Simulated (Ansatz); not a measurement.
# SiO2: the band gap up the ladder of functionals

The task here is to estimate one member of a computed series from the others.

Code: Ansatz 0.2.0. PAW datasets, plane waves. Computed at 0 K without zero-point motion; spin polarisation is off.

### The structure to begin with

The cell was relaxed beforehand with r2SCAN.

Space group P-4m2 (No. 115), tetragonal; conventional cell a = 6.911 Å, c = 6.420 Å, 20.44 Å³ an atom. Si has 4 O at 1.59–1.62 Å; Si has 4 O at 1.61 Å; O has 2 Si at 1.61 Å; O has 2 Si at 1.62 Å; O has 2 Si at 1.59 Å.

Structure file:

Space group P-4m2 (No. 115). a = 6.911 Å, b = 6.911 Å, c = 6.420 Å, α = 90.00°, β = 90.00°, γ = 90.00°
```csv
atom,site,symmetry,x,y,z
Si,4j,.m.,0.2694,0.0000,0.1193
Si,1d,-4m2,0.0000,0.0000,0.5000
O,4j,.m.,0.1917,0.0000,0.3564
O,4h,..2,0.1913,0.1913,0.0000
O,2g,2mm.,0.5000,0.0000,0.1206
```

The first run:

Input file input.yaml:

```yaml
crystal:
  lattice:
    - [6.9108089228, 0.0, 0.0]
    - [0.0, 6.9108089228, 0.0]
    - [0.0, 0.0, 6.4201939223]
  atoms:
    - { symbol: Si, position: [0.2694118517, 0.0, 0.1193228791] }
    - { symbol: Si, position: [0.0, 0.7305881483, 0.8806771209] }
    - { symbol: Si, position: [0.0, 0.2694118517, 0.8806771209] }
    - { symbol: Si, position: [0.7305881483, 0.0, 0.1193228791] }
    - { symbol: Si, position: [0.0, 0.0, 0.5] }
    - { symbol: O, position: [0.1917469097, 0.0, 0.3564495933] }
    - { symbol: O, position: [0.0, 0.8082530903, 0.6435504067] }
    - { symbol: O, position: [0.0, 0.1917469097, 0.6435504067] }
    - { symbol: O, position: [0.8082530903, 0.0, 0.3564495933] }
    - { symbol: O, position: [0.1912551029, 0.1912551029, 0.0] }
    - { symbol: O, position: [0.1912551029, 0.8087448971, 0.0] }
    - { symbol: O, position: [0.8087448971, 0.1912551029, 0.0] }
    - { symbol: O, position: [0.8087448971, 0.8087448971, 0.0] }
    - { symbol: O, position: [0.5, 0.0, 0.1205602942] }
    - { symbol: O, position: [0.0, 0.5, 0.8794397058] }
kpoints:
  mp_grid: { grid: [4, 4, 4] }
  band_path:
    path:
      - [[0.0, 0.0, 0.0], [1.064795372476e-52, 0.5, 8.707330828479e-36], [0.5, 0.5, -3.534245621282e-19], [0.0, 0.0, 0.0], [-3.074552981556e-35, -9.843079969718e-52, 0.5], [-3.074552981556e-35, 0.5, 0.5], [0.5, 0.5, 0.5], [-3.074552981556e-35, -9.843079969718e-52, 0.5]]
      - [[1.064795372476e-52, 0.5, 8.707330828479e-36], [-3.074552981556e-35, 0.5, 0.5]]
      - [[0.5, 0.5, -3.534245621282e-19], [0.5, 0.5, 0.5]]
    npoints: 10
hamiltonian:
  xc: pbe
scf:
  occupations: { method: fermi_dirac, width: 0.02 }
  n_extra_bands: 7
output:
  forces: true
  stress: true
  eigenvalues: true
  write_density: true
  write_potential: true
  elf: true
  volumetric_format: npy
```

Steps of the session up to this table: PBE bands along the symmetry lines; Single point with r2SCAN; HSE06; PBE0 at the same geometry.

One of the session's tables, all rows but one given; the rest of the session is left out.

```
 level  gap (eV)
   PBE         ?
r2SCAN      6.42
 HSE06      7.33
  PBE0      8.09
```

Q: Estimate the row for PBE from the others.

The run gave: gap (eV): 5.62. In the column «gap (eV)» it is the lowest.

Meshes: PBE 4×4×4, r2SCAN 4×4×4, HSE06 2×2×2, PBE0 2×2×2

In words: PBE gives the least gap, 5.62 eV, and PBE0 the largest, 8.09 eV. Against HSE06, PBE is short by 1.71 eV, at 77 % of it, and r2SCAN 88 %. PBE0 lies 0.76 eV above HSE06, which differs from it by screening the long-range exchange.

Caveats from the session: Warnings in the runs' records: xc potential rough in thin density, stress scf threshold loose, stress exchange threshold loose.
